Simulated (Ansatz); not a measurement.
Gas-phase electronic energies from Ansatz, PBE0-D4/def2-TZVP geometries. CBS: MP2 limit from def2 TZ/QZ plus the TZ coupled-cluster correction, frozen cores. DFT in def2-TZVPP.

Consider the isomerisation: `C1=CCC=C1` → `C=C=C1CC1`.

| level | ΔE (kJ/mol) | difference from CCSD(T)/CBS |
| --- | --- | --- |
| PBE-D4 | 177.4 | -25.6 |
| PBE0-D4 | 189.5 | -13.5 |
| r2SCANh-D4 | 185.9 | -17.1 |
| B2PLYP | 189.3 | -13.7 |
| revPBE | 166.1 | -36.9 |
| PBE0 | 186.4 | -16.6 |
| CAM-B3LYP | 186.1 | -16.9 |
| HF/CBS(def2) | 196.1 | -6.9 |
| MP2/CBS(def2) | 209.1 | 6.1 |
| CCSD/CBS(def2) | 201.4 | -1.6 |
| CCSD(T)/CBS | 203.0 | 0 |

Largest T1 diagnostic among the species: 0.011.

Leaving LDA and LC-ωPBE aside and taking each functional with its dispersion term where it has one, the values, not all of them listed here, spread over 29.3 kJ/mol, from BLYP-D4 to PBE-QIDH. LDA lies +17.8 kJ/mol from PBE without D4. From PBE to PBE0 (25 % exact exchange), in def2-TZVPP and without D4, ΔE moves by +12.9 kJ/mol.

CCSD(T)/CBS has its own doubt, a few kJ/mol and more with outer-core shells, so smaller differences from it don't rank the levels.
